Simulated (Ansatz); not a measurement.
**Searching the electronic states of Ni**

Aim: see which self-consistent states Ni reaches from different starts at one fixed geometry, and which of them is lowest. We look at Ni: the measured crystal structure (space group Fm-3m, primitive cell doubled), with 2 atoms per cell. Source: COD entry 9012993.

Method: DFT r2SCAN, PAW, plane waves, scalar-relativistic, in Ansatz 0.2.0.

### Step 1. The system as given

It takes space group Fm-3m (No. 225, cubic). Conventional cell: a = 3.537 Å, b = 3.537 Å, c = 3.537 Å, α = 90.00°, β = 90.00°, γ = 90.00°. Ni (site symmetry m-3m) is surrounded by 12 Ni at 2.50 Å.

Structure file:

```cif
data_structure
_symmetry_space_group_name_H-M 'P 1'
_symmetry_Int_Tables_number 1
_cell_length_a 2.5008
_cell_length_b 2.5008
_cell_length_c 5.0016
_cell_angle_alpha 60.000
_cell_angle_beta 60.000
_cell_angle_gamma 60.000
_cell_volume 22.12
loop_
_atom_site_label
_atom_site_type_symbol
_atom_site_fract_x
_atom_site_fract_y
_atom_site_fract_z
_atom_site_occupancy
Ni1 Ni 0.00000 0.00000 0.00000 1
Ni2 Ni 0.00000 0.00000 0.50000 1
```

In tables a label like Ni2 counts atoms in the order of input.yaml; a structure file may count by element.

The first starts: parallel moments, plain SCF; opposed moments +-, plain SCF; no spin polarisation; spin on, no moments given (the program may seed its own), plain SCF. What is tried next depends on their ends.

“Plain SCF” means no search for lower states. 

Site moments are integrals over atomic spheres and don't add up to the total.

### Step 2. Parallel moments, plain SCF

input.yaml reads:

```yaml
crystal:
  lattice:
    - [0.0, 1.76835, 1.76835]
    - [1.76835, 0.0, 1.76835]
    - [3.5367, 3.5367, 0.0]
  atoms:
    - { symbol: Ni, position: [0.0, 0.0, 0.0], spin: 2.0 }
    - { symbol: Ni, position: [0.0, 0.0, 0.5], spin: 2.0 }
magnetization:
  spin_polarized: true
hamiltonian:
  xc: r2scan
  pseudopotentials: { kind: paw }
basis:
  ecutwfc: 500
kpoints:
  mp_grid: { grid: [14, 14, 7] }
scf:
  occupations: { method: gaussian, width: 0.1 }
  lower_state_search: "off"
output:
  forces: true
  stress: true
```

The log of the run, shortened:

```text
[...]
Pseudopotentials: kind: paw
Pseudopotential: Ni, paw, valence charge 18, recommended cutoff 500 eV (meta_gga), Ni.paw.azcp
Functional definition: r2SCAN
[...]
Crystal: 2 atoms, lattice volume = 22.119 Å³
Basis set: ecut = 500 eV, 555 PW (Γ), exchange–correlation on 80×80×160 points (64 copies of the dense FFT grid, shifted against one another)
Bands: 24, of which v1, the nominal top of the filled ones, is band 18 counted from 1 (17 counted from 0)
Symmetry: 24 space group operations
Space group: Fm-3m (ITA 225), of the structure as read, at distance tolerance 2.8e-5 Å
Magnetic group: BNS 225.116 (UNI 1618), of the structure as read, at distance tolerance 2.8e-5 Å
k-points: 144 of 1372
[...]
Starting moments: Σ|m| = 4 μB on 2 of 2 sites
[...]
SCF iter   1: F=-11690.345791 eV  HF=-11689.732329 eV  |F-HF|=6.13e-1  |Δ(HF+E_count)|=         —  Δρ=1.10e-1 (↑8.87e-2 ↓1.10e-1)  dr2=6.06e-2  dr2_τ=3.33e-2  dr2_m=1.98e0  M=2.086 μB ∫|m|=2.366 μB  β_m=0.63  ethr=1.69e-4  ⟨swp⟩=1.7  Hψ=37387  notcnv=0
[...]
spin-set hold released at iteration 1 (the charge has settled, or the pull on large starting moments outlasts its swing): the magnetisation degrees of freedom join the quasi-Newton model from the next iteration; the mixer history was flushed
[...]
SCF iter  14: F=-11690.552376 eV  HF=-11690.552376 eV  |F-HF|=4.98e-8  |Δ(HF+E_count)|=   2.12e-7  Δρ=1.65e-6 (↑1.65e-6 ↓1.46e-6)  dr2=5.70e-11  dr2_τ=4.26e-12  dr2_m=4.43e-10  M=1.523 μB ∫|m|=1.886 μB  ethr=1.00e-12  ⟨swp⟩=4.0  Hψ=21514  notcnv=0
[...]
this state was not tested for a lower state beside it, because the mixer in use, unlike msr1, does not test its closes by its own steps (another_mixer; see scf.mixing.algorithm and scf.lower_state_search)
SCF converged after 14 iterations
Magnetization: 1.5226 μB (18.7613 up, 17.2387 down)
Absolute magnetization: 1.8887 μB (∫|ρ↑−ρ↓|, with the PAW one-centre terms)
Spin contamination: 0.0473 ħ² per cell (⟨S²⟩ above its minimum at these occupations)
Per-site moments (μB) at R_I (Å): [(0.8331095891812854, 1.0315901281217659), (0.8331095891812853, 1.0315901281217659)]
Free energy (F): -11690.552376 eV
[...]
E sigma→0 (E₀):  -11690.545768 eV
Entropy (-TS):   -0.013217 eV (-6.609 meV/atom)
Fermi energy:    17.768340 eV
[...]
--- Forces (eV/Å), atoms counted from 1 ---
  atom   1  Ni     0.00000000    -0.00000000     0.00000000
  atom   2  Ni     0.00000000    -0.00000000     0.00000000
[...]
--- Stress (GPa, compression-positive) ---
       -9.611823      -0.000001       0.000001
       -0.000001      -9.611823       0.000001
        0.000001       0.000001      -9.611823
  P = ⅓ Tr σ = -9.6118 GPa (-96.118 kbar)
```

Run time: 10 s. Hardware: 2 threads of an x86-64 CPU, shared host; peak memory 0.51 GiB.

Result: ferromagnetic, site moments Ni1 0.83, Ni2 0.83 μB, total 1.52 μB per cell, no gap on the k-mesh.

### Step 3. Opposed moments +-, plain SCF

Edit input.yaml of step 2 so:

```diff
@@ -7,3 +7,3 @@
     - { symbol: Ni, position: [0.0, 0.0, 0.0], spin: 2.0 }
-    - { symbol: Ni, position: [0.0, 0.0, 0.5], spin: 2.0 }
+    - { symbol: Ni, position: [0.0, 0.0, 0.5], spin: -2.0 }
 magnetization:
```

The log of the run, shortened:

```text
[... 12 lines as in an earlier run ...]
Symmetry: 12 space group operations
Space group: R-3m (ITA 166), of the structure as read, at distance tolerance 2.8e-5 Å
Magnetic group: BNS 166.102 (UNI 1332), of the structure as read, at distance tolerance 2.8e-5 Å
[... 6 lines as in an earlier run ...]
Starting moments: Σ|m| = 4 μB on 2 of 2 sites
Starting magnetic order: antiferromagnet; a translation exchanges its spin sublattices: spin-degenerate at every k-point
[... 2 lines as in an earlier run ...]
spin-down is spin-up translated by (0, 0, 0.5): one eigenproblem is solved per k-point and the antiferromagnetic symmetry of the starting moments is kept exactly by this SCF (crystal.symmetry.spin_inversion_symmetry: false solves both channels; [...]
[... 1 line as in an earlier run ...]
SCF converged after 16 iterations
Magnetization: 0.0000 μB (18.0000 up, 18.0000 down)
Absolute magnetization: 1.2560 μB (∫|ρ↑−ρ↓|, with the PAW one-centre terms)
Spin contamination: 0.6002 ħ² per cell (⟨S²⟩ above its minimum at these occupations)
Per-site moments (μB) at R_I (Å): [(0.600235164090201, 1.0315901281217659), (-0.600235164090201, 1.0315901281217659)]
Free energy (F): -11690.370769 eV
[...]
E sigma→0 (E₀):  -11690.365791 eV
Entropy (-TS):   -0.009956 eV (-4.978 meV/atom)
Fermi energy:    17.501372 eV
[...]
--- Forces (eV/Å), atoms counted from 1 ---
  atom   1  Ni     0.00000000     0.00000000     0.00000000
  atom   2  Ni     0.00000000    -0.00000000     0.00000000
[...]
--- Stress (GPa, compression-positive) ---
       -9.911344       1.493225      -1.493225
        1.493225      -9.911344      -1.493225
       -1.493225      -1.493225      -9.911344
  P = ⅓ Tr σ = -9.9113 GPa (-99.113 kbar)
```

It took 6.1 s on 2 threads of an x86-64 CPU, shared host; peak memory 0.54 GiB.

The state reached is antiferromagnetic (magnetic neighbours of Ni1 with a moment over 0.3 of its own that point the other way: 6 of 12 at 2.50 Å, 6 of 6 at 3.54 Å), site moments Ni1 0.60, Ni2 -0.60 μB, total 0.00 μB per cell, no gap on the k-mesh. Against step 2, the lowest until now, it is 90.8 meV/atom higher.

### Step 4. No spin polarisation

Edit input.yaml of step 3 so:

```diff
@@ -6,6 +6,4 @@
   atoms:
-    - { symbol: Ni, position: [0.0, 0.0, 0.0], spin: 2.0 }
-    - { symbol: Ni, position: [0.0, 0.0, 0.5], spin: -2.0 }
-magnetization:
-  spin_polarized: true
+    - { symbol: Ni, position: [0.0, 0.0, 0.0] }
+    - { symbol: Ni, position: [0.0, 0.0, 0.5] }
 hamiltonian:
```

The log of the run, shortened:

```text
[... 11 lines as in an earlier run ...]
Bands: 22, of which v1, the nominal top of the filled ones, is band 18 counted from 1 (17 counted from 0)
[... 7 lines as in an earlier run ...]
[...]
[... 2 lines as in an earlier run ...]
SCF iter   1: F=-11690.279677 eV  HF=-11690.196232 eV  |F-HF|=8.34e-2  |Δ(HF+E_count)|=         —  Δρ=1.90e-2  dr2=4.13e-2  dr2_τ=5.71e-2  ethr=1.77e-3  ⟨swp⟩=5.2  Hψ=12531  notcnv=0
[...]
SCF iter   9: F=-11690.294326 eV  HF=-11690.294326 eV  |F-HF|=5.20e-9  |Δ(HF+E_count)|=   1.16e-8  Δρ=7.95e-6  dr2=8.65e-9  dr2_τ=4.08e-11  ethr=2.78e-10  ⟨swp⟩=4.8  Hψ=12575  notcnv=0
[...]
SCF converged after 9 iterations
Free energy (F): -11690.294326 eV
[...]
E sigma→0 (E₀):  -11690.274948 eV
Entropy (-TS):   -0.038756 eV (-19.378 meV/atom)
Fermi energy:    17.341354 eV
[...]
--- Forces (eV/Å), atoms counted from 1 ---
  atom   1  Ni     0.00000000    -0.00000000     0.00000000
  atom   2  Ni     0.00000000    -0.00000000    -0.00000000
[...]
--- Stress (GPa, compression-positive) ---
      -12.413211       0.000003      -0.000003
        0.000003     -12.413211      -0.000003
       -0.000003      -0.000003     -12.413211
  P = ⅓ Tr σ = -12.4132 GPa (-124.132 kbar)
```

Wall time 2.6 s (2 threads of an x86-64 CPU, shared host); peak memory 0.48 GiB.

Result: non-magnetic (no spin polarisation), no gap on the k-mesh. Against step 2, the lowest until now, it is 129 meV/atom higher.

### Step 5. Spin on, no moments given (the program may seed its own), plain SCF

Edit input.yaml of step 4 so:

```diff
@@ -21 +21,3 @@
   stress: true
+magnetization:
+  spin_polarized: true
```

The log of the run, shortened:

```text
band count auto-derived: 24 (N_el = 36.0; filled up to band 18; 22 by the electrons, moments and atoms)
[... 22 lines as in an earlier run ...]
[...]
SCF iter   1: F=-11689.998016 eV  HF=-11688.975230 eV  |F-HF|=1.02e0  |Δ(HF+E_count)|=         —  Δρ=1.81e-1 (↑1.81e-1 ↓1.60e-1)  dr2=5.98e-2  dr2_τ=4.17e-2  dr2_m=5.88e0  M=2.424 μB ∫|m|=2.424 μB  ethr=1.00e-3  ⟨swp⟩=1.3  Hψ=18816  notcnv=0
[...]
SCF iter  11: F=-11690.552376 eV  HF=-11690.552376 eV  |F-HF|=1.39e-9  |Δ(HF+E_count)|=   1.39e-7  Δρ=6.20e-6 (↑3.53e-6 ↓6.20e-6)  dr2=3.44e-9  dr2_τ=3.07e-11  dr2_m=1.73e-9  M=1.523 μB ∫|m|=1.886 μB  ethr=2.78e-10  ⟨swp⟩=5.0  Hψ=26677  notcnv=0
[...]
SCF converged after 11 iterations
Magnetization: 1.5226 μB (18.7613 up, 17.2387 down)
Absolute magnetization: 1.8888 μB (∫|ρ↑−ρ↓|, with the PAW one-centre terms)
Spin contamination: 0.0474 ħ² per cell (⟨S²⟩ above its minimum at these occupations)
Per-site moments (μB) at R_I (Å): [(0.8331421599212914, 1.0315901281217659), (0.8331421599212915, 1.0315901281217659)]
Free energy (F): -11690.552376 eV
[...]
E sigma→0 (E₀):  -11690.545768 eV
Entropy (-TS):   -0.013217 eV (-6.609 meV/atom)
Fermi energy:    17.768427 eV
[... 26 lines left out: energy terms, forces, stress ...]
```

It took 8.9 s on 2 threads of an x86-64 CPU, shared host; peak memory 0.54 GiB.

The run ends in the same state as step 2 (ferromagnetic); it took 11 iterations.

### Step 6. Parallel moments scaled by 0.1, plain SCF

Edit input.yaml of step 5 so:

```diff
@@ -6,4 +6,6 @@
   atoms:
-    - { symbol: Ni, position: [0.0, 0.0, 0.0] }
-    - { symbol: Ni, position: [0.0, 0.0, 0.5] }
+    - { symbol: Ni, position: [0.0, 0.0, 0.0], spin: 0.2 }
+    - { symbol: Ni, position: [0.0, 0.0, 0.5], spin: 0.2 }
+magnetization:
+  spin_polarized: true
 hamiltonian:
@@ -21,3 +23 @@
   stress: true
-magnetization:
-  spin_polarized: true
```

The log of the run, shortened:

```text
[... 11 lines as in an earlier run ...]
Bands: 23, of which v1, the nominal top of the filled ones, is band 18 counted from 1 (17 counted from 0)
[... 9 lines as in an earlier run ...]
Starting moments: Σ|m| = 0.4 μB on 2 of 2 sites
[... 2 lines as in an earlier run ...]
[...]
SCF iter   1: F=-11690.232094 eV  HF=-11690.166973 eV  |F-HF|=6.51e-2  |Δ(HF+E_count)|=         —  Δρ=6.92e-2 (↑6.92e-2 ↓2.07e-2)  dr2=3.66e-1  dr2_τ=1.44e-2  dr2_m=3.58e-1  M=0.851 μB ∫|m|=0.865 μB  β_m=1.00  ethr=1.02e-3  ⟨swp⟩=1.0  Hψ=35808  notcnv=0
[...]
spin-set hold released at iteration 11 (site moments contracting): the magnetisation degrees of freedom join the quasi-Newton model from the next iteration; the mixer history was flushed
[...]
SCF iter  21: F=-11690.552376 eV  HF=-11690.552376 eV  |F-HF|=2.02e-7  |Δ(HF+E_count)|=   3.19e-7  Δρ=2.92e-6 (↑2.92e-6 ↓1.95e-6)  dr2=1.74e-10  dr2_τ=9.07e-12  dr2_m=1.05e-9  M=1.523 μB ∫|m|=1.887 μB  ethr=6.38e-12  ⟨swp⟩=4.1  Hψ=22523  notcnv=0
[...]
[... 1 line as in an earlier run ...]
SCF converged after 21 iterations
Magnetization: 1.5227 μB (18.7613 up, 17.2387 down)
Absolute magnetization: 1.8890 μB (∫|ρ↑−ρ↓|, with the PAW one-centre terms)
Spin contamination: 0.0474 ħ² per cell (⟨S²⟩ above its minimum at these occupations)
Per-site moments (μB) at R_I (Å): [(0.8331856766376246, 1.0315901281217659), (0.8331856766376246, 1.0315901281217659)]
Free energy (F): -11690.552376 eV
[...]
E sigma→0 (E₀):  -11690.545767 eV
Entropy (-TS):   -0.013218 eV (-6.609 meV/atom)
Fermi energy:    17.768493 eV
[... 26 lines left out: energy terms, forces, stress ...]
```

Wall time 13 s (2 threads of an x86-64 CPU, shared host); peak memory 0.54 GiB.

This is the state of step 2 again (ferromagnetic), after 21 iterations.

### Step 7. Moments +- scaled by 0.4, plain SCF

Edit input.yaml of step 6 so:

```diff
@@ -6,4 +6,4 @@
   atoms:
-    - { symbol: Ni, position: [0.0, 0.0, 0.0], spin: 0.2 }
-    - { symbol: Ni, position: [0.0, 0.0, 0.5], spin: 0.2 }
+    - { symbol: Ni, position: [0.0, 0.0, 0.0], spin: 0.8 }
+    - { symbol: Ni, position: [0.0, 0.0, 0.5], spin: -0.8 }
 magnetization:
```

The log of the run, shortened:

```text
[... 21 lines as in an earlier run ...]
Starting moments: Σ|m| = 1.6 μB on 2 of 2 sites
Starting magnetic order: antiferromagnet; a translation exchanges its spin sublattices: spin-degenerate at every k-point
[... 3 lines as in an earlier run ...]
[...]
SCF iter   1: F=-11690.187390 eV  HF=-11690.106859 eV  |F-HF|=8.05e-2  |Δ(HF+E_count)|=         —  Δρ=3.23e-2 (↑3.23e-2 ↓3.23e-2)  dr2=3.21e-1  dr2_τ=1.42e-2  dr2_m=5.69e-2  M=0.000 μB ∫|m|=1.242 μB  β_m=0.30  ethr=8.93e-4  ⟨swp⟩=1.0  Hψ=18077  notcnv=0
[...]
spin-set hold released at iteration 7 (site moments contracting): the magnetisation degrees of freedom join the quasi-Newton model from the next iteration; the mixer history was flushed
[...]
SCF iter  18: F=-11690.370769 eV  HF=-11690.370769 eV  |F-HF|=5.88e-9  |Δ(HF+E_count)|=   1.44e-8  Δρ=6.51e-6 (↑6.51e-6 ↓6.51e-6)  dr2=9.52e-9  dr2_τ=8.72e-11  dr2_m=4.29e-9  M=0.000 μB ∫|m|=1.255 μB  ethr=1.66e-10  ⟨swp⟩=3.1  Hψ=11883  notcnv=0
[...]
[... 1 line as in an earlier run ...]
SCF converged after 18 iterations
Magnetization: 0.0000 μB (18.0000 up, 18.0000 down)
Absolute magnetization: 1.2558 μB (∫|ρ↑−ρ↓|, with the PAW one-centre terms)
Spin contamination: 0.6002 ħ² per cell (⟨S²⟩ above its minimum at these occupations)
Per-site moments (μB) at R_I (Å): [(0.6001762847585103, 1.0315901281217659), (-0.6001762847585103, 1.0315901281217659)]
Free energy (F): -11690.370769 eV
[...]
E sigma→0 (E₀):  -11690.365790 eV
Entropy (-TS):   -0.009958 eV (-4.979 meV/atom)
Fermi energy:    17.501215 eV
[... 26 lines left out: energy terms, forces, stress ...]
```

Wall time 7.5 s (2 threads of an x86-64 CPU, shared host); peak memory 0.53 GiB.

Nothing new: the 18 iterations lead to the state found in step 3 (antiferromagnetic).

### Step 8. A moment on one site alone, plain SCF

Edit input.yaml of step 7 so:

```diff
@@ -6,4 +6,4 @@
   atoms:
-    - { symbol: Ni, position: [0.0, 0.0, 0.0], spin: 0.8 }
-    - { symbol: Ni, position: [0.0, 0.0, 0.5], spin: -0.8 }
+    - { symbol: Ni, position: [0.0, 0.0, 0.0], spin: 2.0 }
+    - { symbol: Ni, position: [0.0, 0.0, 0.5] }
 magnetization:
```

The log of the run, shortened:

```text
[... 14 lines as in an earlier run ...]
Magnetic group: BNS 166.97 (UNI 1327), of the structure as read, at distance tolerance 2.8e-5 Å
[... 6 lines as in an earlier run ...]
Starting moments: Σ|m| = 2 μB on 1 of 2 sites
[... 2 lines as in an earlier run ...]
SCF iter   1: F=-11685.572267 eV  HF=-11690.178932 eV  |F-HF|=4.61e0  |Δ(HF+E_count)|=         —  Δρ=1.07e-1 (↑1.07e-1 ↓5.60e-2)  dr2=5.31e0  dr2_τ=2.18e-2  dr2_m=2.17e-1  M=1.548 μB ∫|m|=1.704 μB  β_m=0.30  ethr=3.10e-3  ⟨swp⟩=5.4  Hψ=25844  notcnv=0
[...]
spin-set hold released at iteration 6 (the charge has settled, or the pull on large starting moments outlasts its swing): the magnetisation degrees of freedom join the quasi-Newton model from the next iteration; the mixer history was flushed
[...]
SCF iter  23: F=-11690.552376 eV  HF=-11690.552376 eV  |F-HF|=8.34e-8  |Δ(HF+E_count)|=   8.65e-7  Δρ=9.44e-6 (↑5.68e-6 ↓9.44e-6)  dr2=9.19e-9  dr2_τ=1.25e-10  dr2_m=2.05e-9  M=1.523 μB ∫|m|=1.886 μB  ethr=1.12e-10  ⟨swp⟩=5.1  Hψ=28332  notcnv=0
[...]
[... 1 line as in an earlier run ...]
SCF converged after 23 iterations
Magnetization: 1.5226 μB (18.7613 up, 17.2387 down)
Absolute magnetization: 1.8887 μB (∫|ρ↑−ρ↓|, with the PAW one-centre terms)
Spin contamination: 0.0473 ħ² per cell (⟨S²⟩ above its minimum at these occupations)
Per-site moments (μB) at R_I (Å): [(0.8331743881256408, 1.0315901281217659), (0.8330545113260778, 1.0315901281217659)]
Free energy (F): -11690.552376 eV
[...]
E sigma→0 (E₀):  -11690.545768 eV
Entropy (-TS):   -0.013217 eV (-6.609 meV/atom)
Fermi energy:    17.768368 eV
[... 26 lines left out: energy terms, forces, stress ...]
```

Wall time 10 s (2 threads of an x86-64 CPU, shared host); peak memory 0.55 GiB.

This is the state of step 2 again (ferromagnetic), after 23 iterations.

### Step 9. Parallel moments, spin not held back in the first iterations, no switch to direct minimisation

Edit input.yaml of step 8 so:

```diff
@@ -7,3 +7,3 @@
     - { symbol: Ni, position: [0.0, 0.0, 0.0], spin: 2.0 }
-    - { symbol: Ni, position: [0.0, 0.0, 0.5] }
+    - { symbol: Ni, position: [0.0, 0.0, 0.5], spin: 2.0 }
 magnetization:
@@ -20,2 +20,4 @@
   lower_state_search: "off"
+  algorithm: density_mixing
+  mixing: { spin_hold: "off" }
 output:
```

The log of the run, shortened:

```text
[... 21 lines as in an earlier run ...]
Starting moments: Σ|m| = 4 μB on 2 of 2 sites
[... 2 lines as in an earlier run ...]
[...]
SCF iter   1: F=-11690.341451 eV  HF=-11689.603268 eV  |F-HF|=7.38e-1  |Δ(HF+E_count)|=         —  Δρ=1.09e-1 (↑8.49e-2 ↓1.09e-1)  dr2=7.67e-2  dr2_τ=3.67e-2  dr2_m=1.89e0  M=2.078 μB ∫|m|=2.250 μB  β_m=0.62  ethr=2.14e-4  ⟨swp⟩=1.6  Hψ=37252  notcnv=0
[...]
SCF iter  14: F=-11690.552376 eV  HF=-11690.552376 eV  |F-HF|=6.38e-8  |Δ(HF+E_count)|=   3.94e-7  Δρ=2.08e-6 (↑1.83e-6 ↓2.08e-6)  dr2=5.46e-11  dr2_τ=5.18e-12  dr2_m=7.30e-10  M=1.523 μB ∫|m|=1.886 μB  ethr=1.00e-12  ⟨swp⟩=4.1  Hψ=23074  notcnv=0
[...]
[... 1 line as in an earlier run ...]
SCF converged after 14 iterations
Magnetization: 1.5226 μB (18.7613 up, 17.2387 down)
Absolute magnetization: 1.8887 μB (∫|ρ↑−ρ↓|, with the PAW one-centre terms)
Spin contamination: 0.0473 ħ² per cell (⟨S²⟩ above its minimum at these occupations)
Per-site moments (μB) at R_I (Å): [(0.8331008176078781, 1.0315901281217659), (0.833100817607878, 1.0315901281217659)]
Free energy (F): -11690.552376 eV
[...]
E sigma→0 (E₀):  -11690.545768 eV
Entropy (-TS):   -0.013217 eV (-6.609 meV/atom)
Fermi energy:    17.768317 eV
[... 26 lines left out: energy terms, forces, stress ...]
```

Run time: 7.6 s. Hardware: 2 threads of an x86-64 CPU, shared host; peak memory 0.47 GiB.

Nothing new: the 14 iterations lead to the state found in step 2 (ferromagnetic).

### Step 10. The runs side by side

```
step  iterations  state  moments of Ni1 Ni2 (μB)  total (μB)  gap (eV)  pressure (GPa)  above lowest (meV/atom)
   2          14      1                0.83 0.83        1.52      none            -9.6                      0.0
   3          16      2               0.60 -0.60        0.00      none            -9.9                     90.8
   4           9      3                0.00 0.00        0.00      none           -12.4                      129
   5          11      1                0.83 0.83        1.52      none            -9.6                      0.0
   6          21      1                0.83 0.83        1.52      none            -9.6                      0.0
   7          18      2               0.60 -0.60        0.00      none            -9.9                     90.8
   8          23      1                0.83 0.83        1.52      none            -9.6                      0.0
   9          14      1                0.83 0.83        1.52      none            -9.6                      0.0
```

States are numbered from the lowest. Starts by step: 2 parallel moments, plain SCF; 3 opposed moments +-, plain SCF; 4 no spin polarisation; 5 spin on, no moments given (the program may seed its own), plain SCF; 6 parallel moments scaled by 0.1, plain SCF; 7 moments +- scaled by 0.4, plain SCF; 8 a moment on one site alone, plain SCF; 9 parallel moments, spin not held back in the first iterations, no switch to direct minimisation.

The 8 runs of this session took 66 s in all, from 2.6 s to 13 s each.

Decimal logarithm of the largest residual (eV) by iteration, counted through all cycles of a run (7 of the 8 runs):

```
iteration  step 2  step 3  step 4  step 5  step 6  step 7  step 8
        1     0.3     0.4    -1.2     0.8    -0.4    -0.5     0.7
        2    -0.4     0.2    -2.1    -0.7    -1.0    -1.0     1.2
        3    -1.9    -1.0    -2.7    -1.0    -1.9    -1.6    -0.1
        4    -1.9    -1.6    -2.5    -1.3    -2.1    -1.8     0.0
        5    -2.6    -2.1    -3.5    -1.4    -2.1    -2.0    -0.1
        7    -3.7    -3.0    -5.7    -3.9    -1.9    -2.4    -0.2
        9    -4.7    -3.6    -8.1    -4.8    -2.2    -3.1    -1.6
       11    -6.7    -4.6       -    -8.5    -2.1    -4.3    -1.9
       13    -9.1    -6.1       -       -    -3.0    -5.2    -2.4
       15       -    -7.2       -       -    -5.3    -6.7    -3.5
       17       -       -       -       -    -6.6    -7.2    -4.8
       19       -       -       -       -    -8.2       -    -5.8
       21       -       -       -       -    -9.0       -    -6.7
       23       -       -       -       -       -       -    -8.0
```

### Step 11. What came out

| quantity | value |
| --- | --- |
| distinct states | 3 from 8 converged runs |
| lowest state from plain starts | ferromagnetic |
| its moments | Ni1 0.83, Ni2 0.83 μB |
| total moment | 1.52 μB per cell |
| gap on the k-mesh | none |
| pressure | -9.6 GPa |
| largest force | 0.000 eV/Å |
| next state | antiferromagnetic, 90.8 meV/atom higher |
| highest state | non-magnetic (no spin polarisation), 129 meV/atom higher |

What this shows: 8 runs converged, to 3 different states. Switching spin polarisation off costs 129 meV/atom in free energy, smearing entropy included. The best antiferromagnetic state lies 90.8 meV/atom above the best ferromagnetic one. These are lowest states among those tried, not proven ground states.
